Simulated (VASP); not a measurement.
A run of VASP 6.6.1 is set up as follows.

File INCAR:

```
SYSTEM = SnTe
  ALGO = Normal
  EDIFF = 1E-7
  ENCUT = 520
  GGA = PE
  ISIF = 2
  ISMEAR = 0
  LASPH = .True.
  LCHARG = .False.
  LREAL = .False.
  LWAVE = .False.
  NBANDS = 17
  NELM = 100
  PREC = Accurate
  SIGMA = 0.02
```

Contents of KPOINTS:

```
k-points
0
Gamma
  4 4 4
  0 0 0
```

The input POSCAR:

```
SnTe
1.0
    0.0000000000      3.1508500000      3.1508500000
    3.1508500000      0.0000000000      3.1508500000
    3.1508500000      3.1508500000      0.0000000000
Sn Te
1 1
Direct
    0.0000000000      0.0000000000      0.0000000000
    0.5000000000      0.5000000000      0.5000000000
```

Potentials or basis: VASP PAW PBE potentials, release 64 (Sn_d, Te).

Launch:

```console
$ cat potpaw_PBE.64/Sn_d/POTCAR potpaw_PBE.64/Te/POTCAR > POTCAR
$ mpirun -np 1 vasp_std > vasp.out
```

(1) Predict the pressure.

(2) What does it give for the band gap on the k mesh?

Results:

(1) 1.5 GPa.

(2) 0.09 eV, direct.

Caveat: the k mesh is coarse (spacing up to 0.43 Å⁻¹), so the values aren't converged; spin-orbit coupling is left out, which moves the levels of the heavy elements.
